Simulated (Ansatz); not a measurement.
Pt under changes of volume

One of the cells (15.815 Å³/atom); the others are scaled copies at fixed shape and fractional positions:

```
CELL_PARAMETERS angstrom
2.76067 0.00000 0.00000
-1.38033 2.39081 0.00000
0.00000 0.00000 4.79213
ATOMIC_POSITIONS crystal
Pt 0.33333 0.66667 0.25000
Pt 0.66667 0.33333 0.75000
```

This isn't the form of Pt at room conditions, which is fcc.

| Property | Result |
| --- | --- |
| Program | Ansatz 0.2.0 |
| Functional | PBE0 |
| Potentials or basis | Ansatz PAW |
| Cutoff | 420 eV (not typed: the program's choice for these potentials) |
| k mesh | 6 × 6 × 4 |
| Occupations | fermi-dirac, width 0.05 eV |
| Spin | no spin polarisation |

```csv
volume (Å³/atom),energy over the lowest point (meV/atom),pressure (GPa)
14.866,6.27,6.4
15.182,0.00,0.1
15.498,5.22,-5.3
15.815,20.48,-10.0
16.131,45.89,-13.6
16.447,76.43,-17.2
16.763,?,?
```

Q: What does the run at 16.763 Å³/atom give?

A: Energy over the lowest point 113.60 meV/atom; pressure -20.4 GPa.

Worked out: A Birch-Murnaghan fit of order 3 (a polynomial in V^(-2/3)) to the other rows has its minimum at 15.19 Å³/atom with B0 = V·E''(V) = 295 GPa and B' = 7.3 at fixed shape and positions, which overstates the stiffness. It gives 113.74 meV/atom at 16.763 Å³/atom, against the run's 113.60, and -dE/dV = -20.1 GPa, against -20.4.

Energies are extrapolated to zero smearing.

Caveats: all runs use coarse meshes; the PAW data sets come from PBE, with cores solved anew for the run's functional, which leaves a small shift of forces and pressure; the thresholds are loose for stress.
